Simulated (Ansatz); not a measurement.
A run of Ansatz 0.2.0 is set up as follows.

Contents of input.yaml:

```yaml
crystal:
  lattice: { a: 5.3437, b: 5.3437, c: 5.3437, alpha: 90.0, beta: 90.0, gamma: 90.0 }
  space_group: 225
  reduce_to_primitive: true
  atoms:
    - { symbol: K, wyckoff: "4a", position: [0.0, 0.0, 0.0] }
    - { symbol: F, wyckoff: "4b", position: [0.5, 0.0, 0.0] }
hamiltonian:
  xc: revpbe
  pseudopotentials: { kind: nc }
  dispersion: d4
kpoints:
  mp_grid: { grid: [9, 9, 9] }
scf:
  occupations: { method: fixed }
output:
  forces: true
  stress: true
  eigenvalues: true
  bader: false
  populations: intrinsic
```

Potentials or basis: Ansatz NC.

Launch:

```console
$ ansatz run input.yaml --threads 1 --pin off --max-ram 2560MiB --backend cpu --events-out ev --progress --plain --runs-dir out
```

Q: Predict the pressure.

A: 2.5 GPa.

Q: What does it give for the band gap on the k mesh?

A: 6.49 eV, direct.

Caveat: the potentials were made for another functional, which shifts forces and pressure; odd divisions of the mesh miss points on the zone boundary, where band edges often lie, so the gap on the mesh can be too wide. A k mesh can miss the band edges.
